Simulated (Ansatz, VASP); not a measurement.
# Cross-check of NiTe2 between VASP and Ansatz, part 2 of 2

Aim: how closely do two programs agree when they are given the same cell, functional and k mesh?

VASP 6.6.1 and Ansatz 0.2.0.

So far. Step 2 (VASP: single point, PBEsol): The run ends at a pressure of -3.87 GPa, with forces up to 0.31 eV/Å.

The database entry behind the starting cell is an old determination (1938), so it need not match the best structure at ambient conditions.

**3. Ansatz: single point, PBEsol**

Level of this step: Ansatz beside VASP: Kohn-Sham DFT, plane waves, PBEsol (Ansatz).

Ansatz runs on its default PAW (the set named soft_2) files.

The same cell, functional, mesh and smearing now go to Ansatz, which takes its cutoff from its data sets.

File input.yaml:

```yaml
crystal:
  lattice:
    - [3.869, 0.0, 0.0]
    - [-1.9345, 3.3506522872, 0.0]
    - [0.0, 0.0, 5.308]
  atoms:
    - { symbol: Te, position: [0.6666666667, 0.3333333333, 0.75] }
    - { symbol: Te, position: [0.3333333333, 0.6666666667, 0.25] }
    - { symbol: Ni, position: [0.0, 0.0, 0.0], spin: 1.0 }
hamiltonian:
  xc: pbesol
  pseudopotentials: { kind: paw }
magnetization:
  spin_polarized: true
kpoints:
  mp_grid: { grid: [6, 6, 4] }
scf:
  occupations: { method: gaussian, width: 0.05 }
  n_extra_bands: 6
output:
  forces: true
  stress: true
  eigenvalues: true
```

Launch:

```sh
$ ansatz run input.yaml --threads 2 --pin off --max-ram 4608MiB --backend cpu --events-out ev --progress --plain --runs-dir out
```

Numbers of over 12 decimals in the logs are rounded to 6 here.

Output:

```text
scf.n_extra_bands = 6 over 25 filled bands (N_el = 50.0): the run solves 31 bands
Engine: ansatz 0.2.0, aarch64-unknown-linux-gnu
Pseudopotentials: kind: paw
Pseudopotential: Te, paw, valence charge 16, recommended cutoff 420 eV (normal), Te.paw.azcp
Pseudopotential: Ni, paw, valence charge 18, recommended cutoff 420 eV (normal), Ni.paw.azcp
Functional definition: PBEsol
  exchange = pbesol_x
  correlation = pbesol_c
Crystal: 3 atoms, lattice volume = 68.811 Å³
Basis set: ecut = 420 eV, 1325 PW (Γ), exchange–correlation on 54×54×72 points (8 copies of the dense FFT grid, shifted against one another)
Bands: 31, of which v1, the nominal top of the filled ones, is band 25 counted from 1 (24 counted from 0)
Symmetry: 12 space group operations
Space group: P-3m1 (ITA 164), of the structure as read, at distance tolerance 4.1e-5 Å
Magnetic group: BNS 164.85 (UNI 1315), of the structure as read, at distance tolerance 4.1e-5 Å
k-points: 24 of 144
Non-local potential: Te, projectors of the file, l = 0: 2, l = 1: 2, l = 2: 2, l = 3: 2
Non-local potential: Ni, projectors of the file, l = 0: 3, l = 1: 2, l = 2: 3, l = 3: 1
PAW form: soft (Blöchl's): semilocal exchange-correlation on the pseudo side does not see the compensation charge
PAW frozen core: Te, regenerated for the run's functional, and the local potential with it (the file was generated under x = pbe(κ = 0.804, μ = 0.219515), c = pbe(β = 0.066725))
PAW frozen core: Ni, regenerated for the run's functional, and the local potential with it (the file was generated under x = pbe(κ = 0.804, μ = 0.219515), c = pbe(β = 0.066725))
PAW one-centre angular grid: Te, 590 points (default); XC on 64 Gauss nodes
PAW one-centre angular grid: Ni, 590 points (default); XC on 64 Gauss nodes
Initial density: superposition of atomic densities (chi_scale 0.1, normalization cell)
Starting moments: Σ|m| = 1 μB on 1 of 3 sites
Initial wavefunctions: pseudopotential atomic-orbital guess
Functional: x = pbesol(κ = 0.804, μ = 0.123457), c = pbesol(β = 0.046)
iter 1 solved again at ethr=3.08e-3 eV; its pass at ethr=3.10e-3 eV (dr2=1.54e0 eV) is discarded
SCF iter   1: F=—  HF=-19607.213177 eV  |F-HF|=—  |Δ(HF+E_count)|=         —  Δρ=5.70e-2 (↑3.61e-2 ↓5.70e-2)  dr2=1.56e0  dr2_m=1.19e0  M=0.214 μB ∫|m|=0.251 μB  β_m=0.30  ethr=3.08e-3  ⟨swp⟩=1.0  Hψ=8112  notcnv=0
Mixer restart at iter 1: flushing history
preconditioner: auto → Kerker (q_TF=auto, 2.587 Å⁻¹)  [metal: Δε(μ)=0.015 eV  Ē_g=8.626 eV  σ=0.050 eV  W_gap=0.17  n_scr=22 (ndim 8)  ℏωp=21.0 eV  f_vac=0.004  D(μ)=1.51/eV (n_scr^D=8)]
spin=Collinear: Kerker preconditioning applied to the charge; magnetization (m = ρ↑ − ρ↓) channel mixes plain (no charge-response kernel on spin).
SCF iter   2: F=—  HF=-19607.915495 eV  |F-HF|=—  |Δ(HF+E_count)|=   7.02e-1  Δρ=4.57e-2 (↑2.67e-2 ↓4.57e-2)  dr2=1.31e0  dr2_m=7.21e-1  M=0.157 μB ∫|m|=0.194 μB  β_m=0.58  ethr=3.08e-3  ⟨swp⟩=2.1  Hψ=1777  notcnv=0
SCF iter   3: F=—  HF=-19608.760795 eV  |F-HF|=—  |Δ(HF+E_count)|=   8.45e-1  Δρ=8.92e-3 (↑8.92e-3 ↓7.88e-3)  dr2=1.38e-1  dr2_m=3.76e-4  M=0.039 μB ∫|m|=0.051 μB  β_m=0.66  ethr=2.62e-3  ⟨swp⟩=3.0  Hψ=2588  notcnv=0  defer=76
SCF iter   4: F=—  HF=-19608.770553 eV  |F-HF|=—  |Δ(HF+E_count)|=   9.76e-3  Δρ=7.98e-3 (↑6.72e-3 ↓7.98e-3)  dr2=1.91e-1  dr2_m=3.36e-4  M=0.026 μB ∫|m|=0.033 μB  β_m=0.55  ethr=2.77e-4  ⟨swp⟩=2.4  Hψ=3303  notcnv=0  defer=79
SCF iter   5: F=—  HF=-19608.724847 eV  |F-HF|=—  |Δ(HF+E_count)|=   4.57e-2  Δρ=5.92e-3 (↑5.92e-3 ↓5.70e-3)  dr2=5.52e-2  dr2_m=1.21e-5  M=0.026 μB ∫|m|=0.030 μB  β_m=0.77  ethr=2.77e-4  ⟨swp⟩=2.7  Hψ=2101  notcnv=0  defer=79
SCF iter   6: F=—  HF=-19608.743903 eV  |F-HF|=—  |Δ(HF+E_count)|=   1.91e-2  Δρ=4.90e-3 (↑4.76e-3 ↓4.90e-3)  dr2=4.35e-2  dr2_m=1.00e-5  M=0.007 μB ∫|m|=0.010 μB  β_m=0.89  ethr=1.10e-4  ⟨swp⟩=2.0  Hψ=2022  notcnv=0  defer=79
SCF iter   7: F=—  HF=-19608.744512 eV  |F-HF|=—  |Δ(HF+E_count)|=   6.09e-4  Δρ=4.22e-4 (↑3.79e-4 ↓4.22e-4)  dr2=5.32e-4  dr2_m=1.35e-6  M=-0.002 μB ∫|m|=0.002 μB  β_m=0.94  ethr=8.70e-5  ⟨swp⟩=2.0  Hψ=2011  notcnv=0  defer=79
SCF iter   8: F=—  HF=-19608.744551 eV  |F-HF|=—  |Δ(HF+E_count)|=   3.85e-5  Δρ=2.71e-4 (↑2.71e-4 ↓2.37e-4)  dr2=1.76e-4  dr2_m=2.02e-7  M=-0.003 μB ∫|m|=0.003 μB  β_m=0.91  ethr=1.06e-6  ⟨swp⟩=2.1  Hψ=2564  notcnv=0  defer=79
SCF iter   9: F=—  HF=-19608.744543 eV  |F-HF|=—  |Δ(HF+E_count)|=   7.81e-6  Δρ=1.58e-4 (↑1.58e-4 ↓1.17e-4)  dr2=4.85e-5  dr2_m=2.80e-7  M=-0.003 μB ∫|m|=0.003 μB  β_m=0.95  ethr=3.51e-7  ⟨swp⟩=1.0  Hψ=1492  notcnv=0  defer=79
SCF iter  10: F=—  HF=-19608.744540 eV  |F-HF|=—  |Δ(HF+E_count)|=   2.59e-6  Δρ=6.14e-5 (↑6.14e-5 ↓3.48e-5)  dr2=5.64e-6  dr2_m=1.20e-7  M=-0.002 μB ∫|m|=0.002 μB  β_m=0.98  ethr=9.70e-8  ⟨swp⟩=1.8  Hψ=1600  notcnv=0  defer=79
SCF iter  11: F=—  HF=-19608.744540 eV  |F-HF|=—  |Δ(HF+E_count)|=   1.06e-7  Δρ=1.81e-5 (↑3.18e-6 ↓1.81e-5)  dr2=1.95e-7  dr2_m=5.50e-8  M=-0.001 μB ∫|m|=0.002 μB  β_m=0.99  ethr=1.13e-8  ⟨swp⟩=2.0  Hψ=1827  notcnv=0  defer=79
SCF iter  12: F=—  HF=-19608.744540 eV  |F-HF|=—  |Δ(HF+E_count)|=   6.42e-8  Δρ=1.96e-5 (↑4.66e-6 ↓1.96e-5)  dr2=2.75e-7  dr2_m=3.97e-8  M=-0.001 μB ∫|m|=0.001 μB  β_m=0.99  ethr=3.89e-10  ⟨swp⟩=2.7  Hψ=2561  notcnv=0  defer=79
SCF iter  13: F=—  HF=-19608.744540 eV  |F-HF|=—  |Δ(HF+E_count)|=   3.42e-9  Δρ=1.08e-5 (↑1.08e-5 ↓8.96e-6)  dr2=2.35e-7  dr2_m=6.16e-10  M=-0.000 μB ∫|m|=0.000 μB  β_m=0.99  ethr=3.89e-10  ⟨swp⟩=2.3  Hψ=2559  notcnv=0  defer=79
SCF iter  14: F=—  HF=-19608.744540 eV  |F-HF|=—  |Δ(HF+E_count)|=   2.09e-8  Δρ=4.93e-6 (↑4.93e-6 ↓3.09e-6)  dr2=3.13e-8  dr2_m=6.84e-10  M=-0.000 μB ∫|m|=0.000 μB  β_m=0.90  ethr=3.89e-10  ⟨swp⟩=1.2  Hψ=1504  notcnv=0  defer=79
SCF iter  15: F=—  HF=-19608.744540 eV  |F-HF|=—  |Δ(HF+E_count)|=   2.16e-9  Δρ=3.60e-6 (↑1.57e-6 ↓3.60e-6)  dr2=1.60e-8  dr2_m=7.22e-10  M=-0.000 μB ∫|m|=0.000 μB  β_m=0.76  ethr=6.26e-11  ⟨swp⟩=2.0  Hψ=2573  notcnv=0  defer=79
SCF iter  16: F=—  HF=-19608.744540 eV  |F-HF|=—  |Δ(HF+E_count)|=   1.24e-9  Δρ=1.57e-6 (↑4.70e-7 ↓1.57e-6)  dr2=2.46e-9  dr2_m=2.32e-10  M=-0.000 μB ∫|m|=0.000 μB  β_m=0.81  ethr=3.21e-11  ⟨swp⟩=1.5  Hψ=1588  notcnv=0  defer=79
SCF iter  17: F=-19608.744540 eV  HF=-19608.744540 eV  |F-HF|=1.46e-10  |Δ(HF+E_count)|=  1.38e-10  Δρ=3.64e-7 (↑1.63e-7 ↓3.64e-7)  dr2=1.74e-10  dr2_m=7.68e-12  M=-0.000 μB ∫|m|=0.000 μB  ethr=4.92e-12  ⟨swp⟩=7.1  Hψ=4826  notcnv=0
SCF 1 converged in 17 iterations: F = -19608.744540 eV  dr2 = 1.74e-10
  greatest PAW one-centre occupation: 1.001 electrons in one spin orbital (limit 2), on the Ni atom at site 2 (counted from 0), in its partial waves of l = 1
WARN: the starting moments were not kept: the SCF closed with an absolute magnetisation of 4.4e-5 μB, where they sum to 1 μB in size (1 site). That is at most 0.1 of that sum. Measured as dr2_m measures the in/out step, that magnetisation stands 2.2e-9 eV from none, at or under the dr2_threshold of 1.0e-7 eV: it is no larger than a step whose dr2_m would equal this threshold. The system may hold no moment; this SCF s [...]
SCF converged after 17 iterations
Magnetization: -0.0000 μB (25.0000 up, 25.0000 down)
Absolute magnetization: 0.0000 μB (∫|ρ↑−ρ↓|, with the PAW one-centre terms)
Spin contamination: 0.0000 ħ² per cell (⟨S²⟩ above its minimum at these occupations)
Per-site moments (μB) at R_I (Å): [(-2.7746476052626326e-6, 1.071758), (-2.7746476055029536e-6, 1.071758), (-2.7331587628053143e-5, 1.071758)]
Free energy (F): -19608.744540 eV
Harris-Foulkes:  -19608.744540 eV  (|F-HF|=1.46e-10)
Internal energy: -19608.740139 eV  (E = F + TS)
E sigma→0 (E₀):  -19608.742340 eV
Entropy (-TS):   -0.004401 eV (-1.467 meV/atom)
Fermi energy:    12.014952 eV
--- Per-component energies (eV) ---
  E_band       = -827.090315
  E_kinetic    = 646.086587
  E_local      = -7050.379982  (includes V_loc(G=0)·N_el)
  E_nonlocal   = 23.616196
  E_hartree    = 3580.744030
  E_xc         = -331.489725
  E_vxc        = -318.072687  (∫ρ·V_xc dr)
  E_paw        = -10767.581854  (= ΣΔE_a)
  E_vpaw       = -1289.829722  (= ΣTr[D̂ρ^β])
  E_aug_tail   = 0.000160  (compensation charges beyond the density's cutoff)
  E_ewald      = -5710.682471
  E_core_change = 0.946919  (= ΣΔE_core)
  E_smearing   = -0.004401  (= −TS)
  E_closure    = 0.000000  (closes the sum)
  Σ components = -19608.744540   (vs F -19608.744540, Δ=0.00e0)
--- Forces (eV/Å), atoms counted from 1 ---
  atom   1  Te     0.00000000     0.00000000     0.32969286
  atom   2  Te    -0.00000000    -0.00000000    -0.32969286
  atom   3  Ni    -0.00000000     0.00000000     0.00000000
  max |Σ_I F_I| component: 5.26e-30 eV/Å
--- Stress (GPa, compression-positive) ---
       -3.661086       0.000000      -0.000000
       -0.000000      -3.661086       0.000000
       -0.000000       0.000000      -4.355817
  P = ⅓ Tr σ = -3.8927 GPa (-38.927 kbar)
--- Band table (eV; the first three rows and the last of 48) ---
  k-point 0 ↑: bands = [... 21 lower, 10.3834, 12.2992, 12.2992, 12.9444, 12.9444, 14.2791, 15.5551, 17.3475, ... 2 higher]
  k-point 1 ↑: bands = [... 21 lower, 10.3754, 11.9735, 11.9735, 12.8797, 13.3489, 13.3489, 15.9317, 17.8170, ... 2 higher]
  k-point 2 ↑: bands = [... 21 lower, 10.2106, 11.2382, 11.7574, 11.7574, 13.6613, 13.6613, 16.5987, 17.4215, ... 2 higher]
  k-point 23 ↓: bands = [... 21 lower, 9.5444, 10.0723, 10.3496, 10.3496, 14.0664, 14.0664, 18.7499, 18.7499, ... 2 higher]
```

Run time: 9.5 s. Hardware: 2 threads of Arm Neoverse N1, shared host; peak memory 0.4 GiB; 18 s of CPU time.

The run ends at a pressure of -3.89 GPa, with forces up to 0.33 eV/Å.

**4. Comparison**

Known differences besides the potentials themselves: the data sets hold 50 valence electrons in Ansatz (default PAW (the set named soft_2) files) and 22 in VASP; the cutoff is 420 eV in Ansatz and 400 eV in VASP; Ansatz makes its cores anew for this functional, VASP keeps those of its PBE data sets. Total energies have different zeros and are not compared.

Compared:

```tsv
quantity	Ansatz	VASP	difference
pressure (GPa)	-3.89	-3.87	-0.02
```

Forces (eV/Å; atoms numbered as in POSCAR):

```tsv
atom	Ansatz x, y, z	VASP x, y, z
Te1	0.000, 0.000, 0.330	0.000, 0.000, 0.308
Te2	0.000, 0.000, -0.330	0.000, 0.000, -0.308
Ni3	0.000, 0.000, 0.000	0.000, 0.000, 0.000
```

The forces differ by 10 meV/Å r.m.s., which is 7.0 % of the r.m.s. force of 0.15 eV/Å (both taken over all components). Ansatz's pressure holds a Pulay correction of 0.04 GPa; VASP's holds none.

**5. Summary of results**

| Item | Value |
| --- | --- |
| r.m.s. force difference (single point, PBEsol) | 10 meV/Å |

In words: The r.m.s. force difference is 10 meV/Å (single point, PBEsol), within the 12 meV/Å picked in this series as the mark of a large difference. 1 further run of this series is not shown here. Such differences can come from data sets, numerical settings and the points named under the comparisons, not from the functional's error against experiment.

[Lines on the potential files, build, host, timing and source positions are cut from VASP's logs without a mark.]

[Logs are printed without paths, hosts, clocks, repeated set-up lines and the standing remarks that a program may print on its own settings, such as how far it seeks lower states.]

[Hosts, paths, dates, database ids (printed as entryN), source tags and the programs' standing remarks are cut or masked in the printed files.]
